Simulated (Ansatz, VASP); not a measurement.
**ScAl3: VASP beside Ansatz**

Contents of INCAR:

```
  PREC = Accurate
  ENCUT = 600
  EDIFF = 1E-6
  ISMEAR = -1
  SIGMA = 0.05
  LREAL = F
  LASPH = T
  NELM = 80
  ALGO = Fast
  ISIF = 3
  LWAVE = F
  LCHARG = F
  GGA = PS
  IVDW = 12
  IBRION = 2
  NSW = 40
  EDIFFG = -0.01
```

The input KPOINTS:

```
regular mesh
0
Gamma
  7 7 7
```

File POSCAR:

```
ScAl3
1.0
    4.0878065700      0.0000000000      0.0000000000
    0.0000000000      4.0878065700      0.0000000000
    0.0000000000      0.0000000000      4.0878065700
Sc Al
1 3
Direct
    0.0000000000      0.0000000000      0.0000000000
    0.5000000000      0.5000000000      0.0000000000
    0.0000000000      0.5000000000      0.5000000000
    0.5000000000      0.0000000000      0.5000000000
```

The input input.yaml:

```yaml
crystal:
  lattice:
    - [4.08780657, 0.0, 0.0]
    - [0.0, 4.08780657, 0.0]
    - [0.0, 0.0, 4.08780657]
  atoms:
    - { symbol: Sc, position: [0.0, 0.0, 0.0] }
    - { symbol: Al, position: [0.5, 0.5, 0.0] }
    - { symbol: Al, position: [0.0, 0.5, 0.5] }
    - { symbol: Al, position: [0.5, 0.0, 0.5] }
hamiltonian:
  xc: pbesol
  pseudopotentials: { kind: paw }
  dispersion: d3bj
kpoints:
  mp_grid: { grid: [7, 7, 7] }
scf:
  occupations: { method: fermi_dirac, width: 0.05 }
output:
  forces: true
  stress: true
  eigenvalues: true
relax:
  f_tol: 0.01
  max_steps: 40
  cell: { stress_tol: 0.05 }
```

The cell is a database's computed one.

Alike in both runs: task relaxation of cell and atoms; functional PBEsol; dispersion D3(BJ); k mesh 7 × 7 × 7; occupations fermi-dirac, width 0.05 eV; no spin polarisation.

```csv
,VASP,Ansatz
version,VASP 6.6.1,Ansatz 0.2.0
potentials or method,"VASP PAW PBE potentials, release 64 (Sc_sv, Al)",Ansatz PAW
plane-wave cutoff (eV),600,420
valence electrons in the cell,20,20
```

```tsv
	VASP	Ansatz	Ansatz less VASP
gap on the k mesh at the Fermi level, each at its own relaxed structure (eV)	none	none	-
relaxed volume (Å³/atom)	16.25	16.23	-0.021
relaxed cell length with the largest relative difference (Å)	4.021	4.019	-0.0018
energy change over the relaxation (meV/atom)	-12	-13	-0.8
```

A gap of «none» marks a metal or a gap that the smearing closes.

Caveats: pairwise dispersion overbinds metals, which lowers pressure and volume; the PAW data sets were made with another functional, which shifts forces and pressure a little (VASP); the plane-wave basis is chosen anew once the cell has moved, so the energies of steps on either side of that aren't comparable (Ansatz); the PAW data sets come from PBE, with cores solved anew for the run's functional, which leaves a small shift of forces and pressure (Ansatz).
